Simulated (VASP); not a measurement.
# Pd (Fd-3m) in VASP: notebook, part 2 of 3

VASP 6.6.1. The steps go on from the part before.

**3. Single point, LDA, collinear spin, typed start**

The input, INCAR:

```
SYSTEM = Pd
PREC = Accurate
ENCUT = 520
EDIFF = 1E-6
ISMEAR = -1
SIGMA = 0.05
LREAL = .FALSE.
LASPH = .TRUE.
NELM = 150
ALGO = Normal
ISIF = 2
LWAVE = .FALSE.
LCHARG = .FALSE.
ISPIN = 2
MAGMOM = 0.413 0.413
LORBIT = 11
LMAXMIX = 4
GGA = CA
NBANDS = 21
```

The input, KPOINTS:

```
Automatic mesh
0
G
  16 16 16
  0 0 0
```

The input, POSCAR:

```
Pd
1.0
    0.0000000000      2.8089005936      2.8089005936
    2.8089005936      0.0000000000      2.8089005936
    2.8089005936      2.8089005936      0.0000000000
Pd
2
Direct
    0.1250000000      0.1250000000      0.1250000000
    0.8750000000      0.8750000000      0.8750000000
```

Potentials or basis: VASP PAW LDA potentials, release 64 (Pd).

Launch:

```
cat potpaw_LDA.64/Pd/POTCAR > POTCAR
mpirun -np 1 vasp_std > vasp.out
```

OUTCAR:

```text
SYSTEM = Pd
   PREC = Accurate
   ENCUT = 520
   EDIFF = 1E-6
   ISMEAR = -1
   LREAL = .FALSE.
   LASPH = .TRUE.
   NELM = 150
   ISIF = 2
   ISPIN = 2
   LORBIT = 11
   GGA = CA

 ion  position               nearest neighbor table
   1  0.125  0.125  0.125-   2 2.43   2 2.43   2 2.43   2 2.43
   2  0.875  0.875  0.875-   1 2.43   1 2.43   1 2.43   1 2.43

  LATTYP: Found a face centered cubic cell.
 ALAT       =     5.6178011872

  Lattice vectors:

 A1 = (   0.0000000000,   2.8089005936,   2.8089005936)
 A2 = (   2.8089005936,   0.0000000000,   2.8089005936)
 A3 = (   2.8089005936,   2.8089005936,   0.0000000000)

Analysis of symmetry for initial positions (statically):
=====================================================================
 Subroutine PRICEL returns:
 Original cell was already a primitive cell.

 Routine SETGRP: Setting up the symmetry group for a
 face centered cubic supercell.

 Subroutine GETGRP returns: Found 48 space group operations
 (whereof 12 operations were pure point group operations)
 out of a pool of 48 trial point group operations.

The static configuration has the point symmetry D_3d.
 The point group associated with its full space group is O_h .

Analysis of symmetry for dynamics (positions and initial velocities):
=====================================================================
 Subroutine PRICEL returns:
 Original cell was already a primitive cell.

 Routine SETGRP: Setting up the symmetry group for a
 face centered cubic supercell.

 Subroutine GETGRP returns: Found 48 space group operations
 (whereof 12 operations were pure point group operations)
 out of a pool of 48 trial point group operations.

The dynamic configuration has the point symmetry D_3d.
 The point group associated with its full space group is O_h .

Analysis of structural, dynamic, and magnetic symmetry:
=====================================================================
 Subroutine PRICEL returns:
 Original cell was already a primitive cell.

 Routine SETGRP: Setting up the symmetry group for a
 face centered cubic supercell.

[... 150 lines left out ...]
  free energy    TOTEN  =       -10.20660121 eV

  energy without entropy =      -10.16629258  energy(sigma->0) =      -10.18644690

 E-fermi :   4.7015     XC(G=0): -10.8400

 val. band max:        4.6995576146   @ k =  -0.4375   0.4375   0.0625
 cond. band min:       4.7021910743   @ k =  -0.4375   0.5000   0.0625
 fundamental gap:      0.0026334597
 Fermi energy:         4.7015447371

 spin component 1

 k-point     1 :       0.0000    0.0000    0.0000
  band No.  band energies     occupation
      1      -0.4213      1.00000
      2       0.7559      1.00000
      3       0.7559      1.00000
      4       0.9243      1.00000
      5       0.9243      1.00000
      6       0.9243      1.00000
[... 565 lines left out ...]
     20      19.3042      0.00000
     21      19.6816      0.00000

 [... further k-points ...]

 spin component 2

 k-point     1 :       0.0000    0.0000    0.0000
  band No.  band energies     occupation
      1      -0.3577      1.00000
      2       0.9767      1.00000
      3       0.9767      1.00000
      4       1.1595      1.00000
      5       1.1595      1.00000
      6       1.1595      1.00000
[... 565 lines left out ...]
     20      19.3504      0.00000
     21      19.7449      0.00000

 [... further k-points ...]

------------------------ aborting loop because EDIFF is reached ----------------------------------------

  FORCE on cell =-STRESS in cart. coord.  units (eV):
  Direction    XX          YY          ZZ          XY          YZ          ZX
  --------------------------------------------------------------------------------------
  -------------------------------------------------------------------------------------
  Total       -0.0774872     -0.0774872     -0.0774872      0.0000000      0.0000000      0.0000000
  in kB       -2.8009238     -2.8009238     -2.8009238      0.0000000      0.0000000      0.0000000
  external PRESSURE =      -2.8009238 kB  Pullay stress =       0.0000000 kB

 VOLUME and BASIS-vectors are now :
 -----------------------------------------------------------------------------
  energy-cutoff  :      520.00
  volume of cell :       44.32
      direct lattice vectors                 reciprocal lattice vectors
     0.000000000  2.808900594  2.808900594    -0.178005587  0.178005587  0.178005587
     2.808900594  0.000000000  2.808900594     0.178005587 -0.178005587  0.178005587
     2.808900594  2.808900594  0.000000000     0.178005587  0.178005587 -0.178005587

 POSITION                                       TOTAL-FORCE (eV/Angst)
 -----------------------------------------------------------------------------------
      0.70223      0.70223      0.70223        -0.000000     -0.000000     -0.000000
      4.91558      4.91558      4.91558         0.000000      0.000000      0.000000
 -----------------------------------------------------------------------------------
    total drift:                               -0.000000      0.000000      0.000000

  FREE ENERGIE OF THE ION-ELECTRON SYSTEM (eV)
  ---------------------------------------------------
  free  energy   TOTEN  =       -10.2066012141 eV

  energy  without entropy=      -10.1662925818  energy(sigma->0) =      -10.18644690

 total charge

# of ion       s       p       d       tot
------------------------------------------
    1        0.539   0.369   8.513   9.421
    2        0.539   0.369   8.513   9.421
--------------------------------------------------
tot          1.079   0.737  17.027  18.843

 magnetization (x)

# of ion       s       p       d       tot
------------------------------------------
    1       -0.003   0.003   0.397   0.397
    2       -0.003   0.003   0.397   0.397
--------------------------------------------------
tot         -0.006   0.005   0.795   0.794
```

OSZICAR:

```text
N       E                     dE             d eps       ncg     rms          rms(c)
DAV:   1     0.106304873984E+03    0.10630E+03   -0.92964E+03 12180   0.858E+02
DAV:   2    -0.804173343579E+01   -0.11435E+03   -0.10538E+03 13629   0.205E+02
DAV:   3    -0.105307612777E+02   -0.24890E+01   -0.24696E+01 14458   0.324E+01
DAV:   4    -0.105549134609E+02   -0.24152E-01   -0.24148E-01 14406   0.306E+00
DAV:   5    -0.105554849883E+02   -0.57153E-03   -0.57152E-03 14859   0.526E-01    0.917E+00
DAV:   6    -0.102468061662E+02    0.30868E+00   -0.10900E+00 13433   0.770E+00    0.532E+00
DAV:   7    -0.102176218811E+02    0.29184E-01   -0.44954E-02 13337   0.157E+00    0.298E+00
DAV:   8    -0.102065407130E+02    0.11081E-01   -0.67504E-03 15186   0.505E-01    0.343E-01
DAV:   9    -0.102065936905E+02   -0.52978E-04   -0.20551E-04 14296   0.799E-02    0.804E-02
DAV:  10    -0.102066020311E+02   -0.83406E-05   -0.16575E-05 14710   0.252E-02    0.292E-02
DAV:  11    -0.102066012141E+02    0.81706E-06   -0.36428E-06 12507   0.114E-02
   1 F= -.10206601E+02 E0= -.10186447E+02  d E =-.403086E-01  mag=     0.8201
```

stdout:

```text
POSCAR found type information on POSCAR Pd
 POSCAR found :  1 types and       2 ions
 scaLAPACK will be used
 LDA part: xc-table for (Slater(with rela. corr.)+CA(PZ))
 , standard interpolation
 POSCAR, INCAR and KPOINTS ok, starting setup
 FFT: planning ... GRIDC
 FFT: planning ... GRID_SOFT
 FFT: planning ... GRID
 WAVECAR not read
 entering main loop
```

Wall time 2.7 min (1 thread of Intel Xeon Platinum 8259CL at 2.50GHz (Skylake/Cascade Lake), shared host); peak memory 0.29 GiB.

Results:

```yaml
Free_energy: -10.2066 eV
Pressure: -0.3 GPa
Band_gap_on_the_k_mesh: none (metal or under the smearing width)
Net_moment: 0.82 μB per cell
Site_moments: Pd +0.40 μB
Valence_electrons_inside_the_program's_atomic_spheres: Pd 9.42
```

[end of part 2 of 3]
